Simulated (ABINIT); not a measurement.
# InSe (R3m) in ABINIT: further runs

One crystal, InSe, is run at these levels: PBEsol, PBE, LDA; tasks: single point.

All numbers are computed with ABINIT 10.8.3 (patched build); they aren't measurements. Logs are shortened: lines on timing, memory, paths and dates and some standing lists are left out, and cuts for length are marked. The log counts tension as positive stress, the text compression.

**What was measured.**

“The Interaction of Hydrogen with the van der Waals Crystal γ-InSe”, 2020, pmc:7321205 reports, for a bulk crystal of InSe at 300 K: band gap 1.25 eV.

The results are compared with them further down.

### 1 The crystal as given

It takes space group R3m (No. 160, trigonal). Conventional cell: a = 4.000 Å, b = 4.000 Å, c = 25.320 Å, α = 90.00°, β = 90.00°, γ = 120.00°. In (site symmetry 3m) has 3 Se at 2.63 Å and 1 In at 2.82 Å as nearest neighbours. Around In (site symmetry 3m) lie 3 Se at 2.64 Å and 1 In at 2.82 Å. Around Se (site symmetry 3m) lie 3 In at 2.63 Å. Se (site symmetry 3m) has 3 In at 2.64 Å as nearest neighbours.

### 2 Single point, PBEsol

Contents of run.abi:

```
# Pseudopotentials
pp_dirpath "./"
pseudos "In.GGA_PBE-JTH.xml, Se.GGA_PBE-JTH.xml"

# Structure
acell 3*1.0
rprim
     3.7794522493     2.1820677735    15.9492884918
    -3.7794522493     2.1820677735    15.9492884918
     0.0000000000    -4.3641355471    15.9492884918
ntypat 2
znucl 49 34
natom 4
typat 1 1 2 2
xred
     0.8886000000     0.8886000000     0.8886000000
     0.0000000000     0.0000000000     0.0000000000
     0.1719000000     0.1719000000     0.1719000000
     0.3835000000     0.3835000000     0.3835000000

# Plane-wave basis
ecut 22.0
pawecutdg 44.0

# k points
kptopt 1
ngkpt 6 6 6
nshiftk 1
shiftk 0.0 0.0 0.0

# Exchange and correlation
ixc -116133

# Bands and occupations
nband 23
occopt 3
tsmear 0.00183747

# SCF cycle
nstep 100
tolvrs 1.0e-9

# Output
iomode 3
prtwf 0
prtden 0
prteig 0
prtebands 0
enunit 1
```

Potentials or basis: JTH PAW PBE v2.0.

The run is started by

```bash
$ abinit run.abi > log 2>&1
```

run.abo:

```text
.Version 10.8.3 of ABINIT
 Symmetries : space group R3 m (#160); Bravais hR (rhombohedral)
================================================================================
 Values of the parameters that define the memory need of the present run
     intxc =       0    ionmov =       0      iscf =      17    lmnmax =      18
     lnmax =       6     mgfft =      72  mpssoang =       3    mqgrid =    3001
     natom =       4  nloc_mem =       2    nspden =       1   nspinor =       1
    nsppol =       1      nsym =       6    n1xccc =       1    ntypat =       2
    occopt =       3   xclevel =       2
       mpw =        3922          nfft =      373248          nkpt =          32
 PAW method is used; the additional fine FFT grid is defined by:
   mgfftf=       100    nfftf =   1000000
================================================================================
================================================================================

--------------------------------------------------------------------------------
------------- Echo of variables that govern the present computation ------------
--------------------------------------------------------------------------------
 -outvars: echo values of preprocessed input variables --------
            acell      1.0000000000E+00  1.0000000000E+00  1.0000000000E+00 Bohr
              amu      1.14820000E+02  7.89600000E+01
             ecut      2.20000000E+01 Hartree
           enunit           1
              ixc     -116133
         kptrlatt        6    0    0      0    6    0      0    0    6
          kptrlen      4.53534270E+01
            natom           4
            nband          23
            ngfft          72      72      72
          ngfftdg         100     100     100
             nkpt          32
            nstep         100
             nsym           6
           ntypat           2
           occopt           3
        pawecutdg      4.40000000E+01 Hartree
         pawxcdev           0
           prtden           0
        prtebands           0
           prteig           0
            prtwf           0
            rprim      3.7794522493E+00  2.1820677735E+00  1.5949288492E+01
                      -3.7794522493E+00  2.1820677735E+00  1.5949288492E+01
                       0.0000000000E+00 -4.3641355471E+00  1.5949288492E+01
          spgroup         160
           tolvrs      1.00000000E-09
           tsmear      1.83747000E-03 Hartree
            typat      1  1  2  2
           useylm           1
           xangst     -3.0961892220E-16 -4.7022575406E-11  2.2499351985E+01
                       0.0000000000E+00  0.0000000000E+00  0.0000000000E+00
                      -1.0465246063E-17 -9.0965316552E-12  4.3525079970E+00
                      -1.7582319794E-17 -2.0293982415E-11  9.7102199934E+00
            xcart     -5.8509496635E-16 -8.8859789253E-11  4.2517613261E+01
                       0.0000000000E+00  0.0000000000E+00  0.0000000000E+00
                      -1.9776448899E-17 -1.7189953524E-11  8.2250480752E+00
                      -3.3225769069E-17 -3.8350068768E-11  1.8349656410E+01
             xred      8.8860000000E-01  8.8860000000E-01  8.8860000000E-01
                       0.0000000000E+00  0.0000000000E+00  0.0000000000E+00
                       1.7190000000E-01  1.7190000000E-01  1.7190000000E-01
                       3.8350000000E-01  3.8350000000E-01  3.8350000000E-01
            znucl       49.00000   34.00000

================================================================================

 chkinp: Checking input parameters for consistency.

================================================================================
== DATASET  1 ==================================================================

--- !DatasetInfo
iteration_state: {dtset: 1, }
dimensions: {natom: 4, nkpt: 32, mband: 23, nsppol: 1, nspinor: 1, nspden: 1, mpw: 3922, }
cutoff_energies: {ecut:  22.0, pawecutdg:  44.0, }
electrons: {nelect:   3.80000000E+01, charge:   0.00000000E+00, occopt:   3.00000000E+00, tsmear:   1.83747000E-03, }
meta: {optdriver: 0, ionmov: 0, optcell: 0, iscf: 17, paral_kgb: 0, }
...

 Real(R)+Recip(G) space primitive vectors, cartesian coordinates (Bohr,Bohr^-1):
 R(1)=  3.7794522  2.1820678 15.9492885  G(1)=  0.1322943  0.0763802  0.0208996
 R(2)= -3.7794522  2.1820678 15.9492885  G(2)= -0.1322943  0.0763802  0.0208996
 R(3)=  0.0000000 -4.3641355 15.9492885  G(3)=  0.0000000 -0.1527603  0.0208996
 Unit cell volume ucvol=  7.8920470E+02 bohr^3
 Angles (23,13,12)=  2.64251818E+01  2.64251818E+01  2.64251818E+01 degrees

 Coarse grid specifications (used for wave-functions):

 getcut: wavevector=  0.0000  0.0000  0.0000  ngfft=  72  72  72
         ecut(hartree)=     22.000   => boxcut(ratio)=   2.06254

 Fine grid specifications (used for densities):
[... 76 lines left out ...]
- [  0.0000E+00,   0.0000E+00,   0.0000E+00, In]
- [  1.7190E-01,   1.7190E-01,   1.7190E-01, Se]
- [  3.8350E-01,   3.8350E-01,   3.8350E-01, Se]
cartesian_forces: # hartree/bohr
- [ -5.34511388E-21,   2.21040883E-18,   5.97053700E-03, ]
- [  4.41988321E-19,  -3.36460327E-19,  -5.68693880E-03, ]
- [ -3.58616066E-19,  -3.36380773E-19,  -1.88007558E-03, ]
- [ -7.80271407E-20,  -1.53756773E-18,   1.59647738E-03, ]
force_length_stats: {min:   1.59647738E-03, max:   5.97053700E-03, mean:   3.78350719E-03, }
...

 Integrated electronic density in atomic spheres:
 ------------------------------------------------
 Atom  Sphere_radius  Integrated_density
    1        2.50645         11.18462935
    2        2.50645         11.18586576
    3        2.21132          3.93752851
    4        2.21132          3.93347338

================================================================================

 ----iterations are completed or convergence reached----

 Mean square residual over all n,k,spin=   20.623E-08; max=  48.120E-06
 reduced coordinates (array xred) for    4 atoms
       0.888600000000      0.888600000000      0.888600000000
       0.000000000000      0.000000000000      0.000000000000
       0.171900000000      0.171900000000      0.171900000000
       0.383500000000      0.383500000000      0.383500000000
 rms dE/dt=  6.8637E-02; max dE/dt=  9.1351E-02; dE/dt below (all hartree)
    1      -0.094577112788     -0.094577112788     -0.094577112788
    2       0.091351331877      0.091351331877      0.091351331877
    3       0.030634572110      0.030634572110      0.030634572110
    4      -0.024813973954     -0.024813973954     -0.024813973954

 cartesian coordinates (angstrom) at end:
    1     -0.00000000000000    -0.00000000004702    22.49935198467764
    2      0.00000000000000     0.00000000000000     0.00000000000000
    3     -0.00000000000000    -0.00000000000910     4.35250799703588
    4     -0.00000000000000    -0.00000000002029     9.71021999338721

 cartesian forces (hartree/bohr) at end:
    1     -0.00000000000000     0.00000000000000     0.00597053700223
    2      0.00000000000000    -0.00000000000000    -0.00568693880059
    3     -0.00000000000000    -0.00000000000000    -0.00188007557920
    4     -0.00000000000000    -0.00000000000000     0.00159647737756
 frms,max,avg= 2.4844853E-03 5.9705370E-03   0.000E+00  0.000E+00 -4.067E-05 h/b

 cartesian forces (eV/Angstrom) at end:
    1     -0.00000000000000     0.00000000000000     0.30701735680670
    2      0.00000000000000    -0.00000000000000    -0.29243415093594
    3     -0.00000000000000    -0.00000000000000    -0.09667737335977
    4     -0.00000000000000    -0.00000000000000     0.08209416748901
 frms,max,avg= 1.2775737E-01 3.0701736E-01   0.000E+00  0.000E+00 -2.091E-03 e/A
 length scales=  1.000000000000  1.000000000000  1.000000000000 bohr
              =  0.529177210544  0.529177210544  0.529177210544 angstroms
 Fermi (or HOMO) energy (eV) =   2.23424   Average Vxc (eV)=  -9.24458
 Eigenvalues (   eV  ) for nkpt=  32  k points:
 kpt#   1, nband= 23, wtk=  0.00463, kpt=  0.0000  0.0000  0.0000 (reduced coord)
 -12.65100  -12.47776  -12.47776  -12.40423  -12.40423  -12.38092  -12.38092  -12.22101
 -12.21442  -12.21442  -11.51809  -11.10801   -4.26937   -1.40869    0.51819    0.76010
   0.76010    0.85289    0.85289    3.69101    4.05736    6.42666    6.42666
 prteigrs : prtvol=0 or 1, do not print more k-points.

--- !EnergyTerms
iteration_state     : {dtset: 1, }
comment             : Components of total free energy in Hartree
kinetic             :  3.47475895813395E+01
hartree             :  5.43038639752055E+01
xc                  : -2.74866691650940E+01
Ewald energy        : -8.73891581285384E+01
psp_core            :  5.47384423567600E+00
local_psp           : -1.43727825646708E+02
PAW spherical_terms :  2.87633200130308E+01
internal            : -1.35315035135088E+02
'-kT*entropy'       : -5.48701970040227E-06
total_energy        : -1.35315040622108E+02
total_energy_eV     : -3.68210983525879E+03
...

--- !EnergyTermsDC
iteration_state     : {dtset: 1, }
comment             : '"Double-counting" decomposition of free energy'
band_energy         : -1.12741808189388E+01
Ewald energy        : -8.73891581285384E+01
psp_core            :  5.47384423567600E+00
xc_dc               : -6.51631746158769E+01
PAW spherical_terms :  2.30376353398015E+01
internal            : -1.35315033987877E+02
'-kT*entropy'       : -5.48701970040227E-06
total_energy_dc     : -1.35315039474896E+02
total_energy_dc_eV  : -3.68210980404157E+03
...

--- !EnergyTermsWithPAWCore
iteration_state     : {dtset: 1, }
comment             : 'Components of total free energy, including PAW core contributions'
Total energy        : -1.66151011788581E+04
Total energy DC     : -1.66151011777109E+04
Total energy (eV)   : -4.52119935693961E+05
Total energy DC (eV): -4.52119935662744E+05
...

 Cartesian components of stress tensor (hartree/bohr^3)
  sigma(1 1)= -1.76035104E-05  sigma(3 2)=  1.44571477E-14
  sigma(2 2)= -1.76035105E-05  sigma(3 1)=  0.00000000E+00
  sigma(3 3)=  1.72530303E-05  sigma(2 1)=  0.00000000E+00

-Cartesian components of stress tensor (GPa)         [Pressure=  1.7607E-01 GPa]
- sigma(1 1)= -5.17913157E-01  sigma(3 2)=  4.25343970E-10
- sigma(2 2)= -5.17913159E-01  sigma(3 1)=  0.00000000E+00
- sigma(3 3)=  5.07601676E-01  sigma(2 1)=  0.00000000E+00

== END DATASET(S) ==============================================================
================================================================================

 -outvars: echo values of variables after computation  --------
            acell      1.0000000000E+00  1.0000000000E+00  1.0000000000E+00 Bohr
           etotal     -1.3531503947E+02
            fcart     -5.3451138751E-21  2.2104088259E-18  5.9705370022E-03
                       4.4198832075E-19 -3.3646032733E-19 -5.6869388006E-03
                      -3.5861606621E-19 -3.3638077314E-19 -1.8800755792E-03
                      -7.8027140664E-20 -1.5375677254E-18  1.5964773776E-03
            rprim      3.7794522493E+00  2.1820677735E+00  1.5949288492E+01
                      -3.7794522493E+00  2.1820677735E+00  1.5949288492E+01
                       0.0000000000E+00 -4.3641355471E+00  1.5949288492E+01
           strten     -1.7603510402E-05 -1.7603510469E-05  1.7253030281E-05
                       1.4457147693E-14  0.0000000000E+00  0.0000000000E+00
           xangst     -3.0961892220E-16 -4.7022575406E-11  2.2499351985E+01
                       0.0000000000E+00  0.0000000000E+00  0.0000000000E+00
                      -1.0465246063E-17 -9.0965316552E-12  4.3525079970E+00
                      -1.7582319794E-17 -2.0293982415E-11  9.7102199934E+00
             xred      8.8860000000E-01  8.8860000000E-01  8.8860000000E-01
                       0.0000000000E+00  0.0000000000E+00  0.0000000000E+00
                       1.7190000000E-01  1.7190000000E-01  1.7190000000E-01
                       3.8350000000E-01  3.8350000000E-01  3.8350000000E-01
 Calculation completed.
```

It took 4.4 min on 1 thread of Intel Xeon 6975P-C (Granite Rapids), shared host; peak memory 0.51 GiB.

What came out:

| Item | Value |
| --- | --- |
| Free energy | -3682.1098 eV |
| Pressure | 0.2 GPa |
| Largest force | 0.307 eV/Å |
| Band gap on the k mesh | 0.33 eV, direct |
| Valence electrons inside the program's atomic spheres | In 11.18, 11.19; Se 3.94, 3.93 |

Forces on the atoms (eV/Å):
```
In   0.000  0.000  0.307
In   0.000  0.000 -0.292
Se   0.000  0.000 -0.097
Se   0.000  0.000  0.082
```

Caveat: the PAW data sets were made with another functional, which shifts forces and pressure a little; spin-orbit coupling is left out, which moves the levels of the heavy elements.

### 3 Single point, PBE

Contents of run.abi:

```
pp_dirpath "./"
pseudos "In.GGA_PBE-JTH.xml, Se.GGA_PBE-JTH.xml"

acell 3*1.0 Angstrom
rprim
     2.0000000000     1.1547005384     8.4400000000
    -2.0000000000     1.1547005384     8.4400000000
     0.0000000000    -2.3094010768     8.4400000000
ntypat 2
znucl 49 34
natom 4
typat 1 1 2 2
xcart
     0.0000000000     0.0000000000    42.5176132616
     0.0000000000     0.0000000000     0.0000000000
     0.0000000000     0.0000000000     8.2250480752
     0.0000000000     0.0000000000    18.3496564099

ecut 22.0
pawecutdg 44.0

kptopt 1
ngkpt 6 6 6
nshiftk 1
shiftk 0.0 0.0 0.0

ixc 11

nband 23
occopt 3
tsmear 0.05 eV

nstep 100
tolvrs 1.0e-9

iomode 3
prtwf 0
prtden 0
prteig 0
prtebands 0
```

Potentials or basis: JTH PAW PBE v2.0.

The run is started by

```bash
$ abinit run.abi > log 2>&1
```

Wall time 4.3 min (1 thread of Intel Xeon 6975P-C (Granite Rapids), shared host); peak memory 0.51 GiB.

Results (log left out):

| Item | Value |
| --- | --- |
| Free energy | -3681.9353 eV |
| Pressure | 2.7 GPa |
| Largest force | 0.369 eV/Å |
| Band gap on the k mesh | 0.43 eV, direct |
| Valence electrons inside the program's atomic spheres | In 11.18; Se 3.95 |

Forces in eV/Å, atoms in the order of the input:
```
In   0.000  0.000  0.369
In   0.000  0.000 -0.357
Se   0.000  0.000 -0.264
Se   0.000  0.000  0.252
```

Stress tensor (GPa, compression positive):
```
3.14 0.00 0.00
0.00 3.14 0.00
0.00 0.00 1.91
```

Levels at points of the mesh, in eV from the valence-band top:
```tsv
k point	band 16	band 17	band 18	band 19	band 20	band 21	band 22	band 23
(0.00, 0.00, 0.00)	-1.31	-1.31	-1.21	-1.21	1.69	2.10	4.40	4.40
(0.50, 0.00, 0.00)	-2.39	-2.34	-2.24	-1.67	1.22	1.96	3.64	3.98
(0.50, 0.50, 0.00)	-2.66	-2.50	-2.06	-1.50	1.18	1.98	3.30	3.61
(0.50, 0.50, 0.50)	-1.37	-1.14	-1.14	0.00	0.43	2.15	4.32	4.32
```

Caveat: spin-orbit coupling is left out, which moves the levels of the heavy elements.

### 4 Single point, LDA

Contents of run.abi:

```
pp_dirpath "./"
pseudos "In.LDA_PW-JTH.xml, Se.LDA_PW-JTH.xml"

acell 3*1.0 Angstrom
rprim
     2.0000000000     1.1547005384     8.4400000000
    -2.0000000000     1.1547005384     8.4400000000
     0.0000000000    -2.3094010768     8.4400000000
ntypat 2
znucl 49 34
natom 4
typat 1 1 2 2
xcart
     0.0000000000     0.0000000000    22.4993520000
     0.0000000000     0.0000000000     0.0000000000
     0.0000000000     0.0000000000     4.3525080000
     0.0000000000     0.0000000000     9.7102200000 Angstrom

ecut 17.0
pawecutdg 34.0

kptopt 1
ngkpt 6 6 6
nshiftk 1
shiftk 0.0 0.0 0.0

ixc 7

nband 23
occopt 3
tsmear 0.00183747

nstep 100
tolvrs 1.0e-9

iomode 3
prtwf 0
prtden 0
prteig 0
prtebands 0
```

Potentials or basis: JTH PAW LDA v2.0.

The run is started by

```bash
$ abinit run.abi > log 2>&1
```

Run time: 2.3 min. Hardware: 1 thread of Intel Xeon 6975P-C (Granite Rapids), shared host; peak memory 0.31 GiB.

It converged, with:

```
Free energy                                           : -3694.3710 eV
Largest force                                         : 0.240 eV/Å
Band gap on the k mesh                                : 0.20 eV, direct
Valence electrons inside the program's atomic spheres : In 11.20; Se 3.94
```

Forces on the atoms (eV/Å):
```
In   0.000  0.000  0.240
In   0.000  0.000 -0.228
Se   0.000  0.000  0.056
Se   0.000  0.000 -0.069
```

Levels at points of the mesh, in eV from the valence-band top:
| k point | band 16 | band 17 | band 18 | band 19 | band 20 | band 21 | band 22 | band 23 |
| --- | --- | --- | --- | --- | --- | --- | --- | --- |
| (0.00, 0.00, 0.00) | -1.30 | -1.30 | -1.21 | -1.21 | 1.54 | 1.91 | 4.31 | 4.31 |
| (0.50, 0.00, 0.00) | -2.42 | -2.35 | -2.25 | -1.70 | 1.09 | 1.83 | 3.52 | 3.88 |
| (0.50, 0.50, 0.00) | -2.68 | -2.51 | -2.06 | -1.53 | 1.01 | 1.88 | 3.17 | 3.51 |
| (0.50, 0.50, 0.50) | -1.37 | -1.13 | -1.13 | 0.00 | 0.20 | 1.98 | 4.23 | 4.23 |

Caveat: the cutoff is too short for stress, so the log's stress isn't used; spin-orbit coupling is left out, which moves the levels of the heavy elements.

### 5 The runs side by side

| level | potentials or basis | cutoff (eV) | fine-grid cutoff | gap on the mesh (eV) | pressure (GPa) | largest force (eV/Å) |
| --- | --- | --- | --- | --- | --- | --- |
| PBEsol | JTH PAW PBE v2.0 | 599 | 1197.3 eV | 0.33 | 0.2 | 0.31 |
| PBE | JTH PAW PBE v2.0 | 599 | 1197.3 eV | 0.43 | 2.7 | 0.37 |
| LDA | JTH PAW LDA v2.0 | 463 | 925.187 eV | 0.20 | - | 0.24 |

Alike in all rows: task single point; no spin polarisation; cell as given; k mesh 6 × 6 × 6; smearing fermi-dirac 0.05 eV.

Caveats: spin-orbit coupling is left out, which moves the levels of the heavy elements; the PAW data sets were made with another functional, which shifts forces and pressure a little (some runs).

Total energies depend on the potentials used, so only differences within one code and one set of settings carry meaning.

### 6 How close it comes

Step 2. Against the measured gap of InSe, 1.25 eV (300 K; “The Interaction of Hydrogen with the van der Waals Crystal γ-InSe”, 2020, pmc:7321205), the calculated 0.33 eV is off by -0.92 eV. Spin-orbit coupling on In, Se is left out. The value is that of PBEsol on a finite k mesh, which can miss the band edges, without temperature or zero-point motion. Semilocal functionals fall short of measured gaps as a rule.

Step 3. A measured gap of InSe is 1.25 eV (300 K; “The Interaction of Hydrogen with the van der Waals Crystal γ-InSe”, 2020, pmc:7321205); the calculated 0.43 eV misses it by -0.82 eV. Spin-orbit coupling on In, Se is left out. The value is that of PBE on a finite k mesh, which can miss the band edges, without temperature or zero-point motion. Semilocal functionals fall short of measured gaps as a rule.

Step 4. Against the measured gap of InSe, 1.25 eV (300 K; “The Interaction of Hydrogen with the van der Waals Crystal γ-InSe”, 2020, pmc:7321205), the calculated 0.20 eV is off by -1.05 eV. So large a miss can be the level of theory's own, or it may mean another phase, state or a wrong row. Spin-orbit coupling on In, Se is left out. The value is that of LDA on a finite k mesh, which can miss the band edges, without temperature or zero-point motion. Semilocal functionals fall short of measured gaps as a rule.
